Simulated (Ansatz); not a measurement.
CdF2 under changes of volume

One of the cells (13.035 Å³/atom); the others are scaled copies at fixed shape and fractional positions:

```
CELL_PARAMETERS angstrom
0.00000 2.69400 2.69400
2.69400 0.00000 2.69400
2.69400 2.69400 0.00000
ATOMIC_POSITIONS crystal
Cd 0.00000 0.00000 0.00000
F 0.75000 0.75000 0.75000
F 0.25000 0.25000 0.25000
```

```yaml
Program: Ansatz 0.2.0
Functional: LDA
Potentials_or_basis: all-electron LAPW, scalar-relativistic
Cutoff: 292 eV (chosen from the basis error)
Basis_error_allowed: 0.002 eV/atom
k_mesh: 9 × 9 × 9
Occupations: fermi-dirac, width 0.05 eV
Spin: no spin polarisation
```

| volume (Å³/atom) | energy over the lowest point (meV/atom) | pressure (GPa) | gap on the mesh (eV) |
| --- | --- | --- | --- |
| 12.253 | 0.19 | 1.5 | 3.04 |
| 12.513 | 0.00 | -1.2 | 2.97 |
| 12.774 | 3.93 | -3.6 | 2.90 |
| 13.035 | ? | ? | ? |
| 13.295 | 22.26 | -7.5 | 2.76 |
| 13.556 | 35.87 | -9.2 | 2.69 |
| 13.817 | 51.99 | -10.6 | 2.62 |

Problem. What does the run at 13.035 Å³/atom give?

Solution. Energy over the lowest point 11.48 meV/atom; pressure -5.7 GPa; gap on the mesh 2.82 eV.

Worked out: A Birch-Murnaghan fit of order 3 (a polynomial in V^(-2/3)) to the other rows has its minimum at 12.39 Å³/atom with B0 = V·E''(V) = 127 GPa and B' = 5.0. It gives 11.51 meV/atom at 13.035 Å³/atom, against the run's 11.48, and -dE/dV = -5.7 GPa, against -5.7. A straight line through the other rows of the gap, of slope -3.5 eV per unit of ln V, gives 2.83 eV, against the run's 2.82.

Energies are extrapolated to zero smearing.

Caveats: an odd mesh through Γ misses points on the zone boundary, where band edges often lie. Spin-orbit coupling on Cd is left out.

The runs don't all hold the same shells in valence.
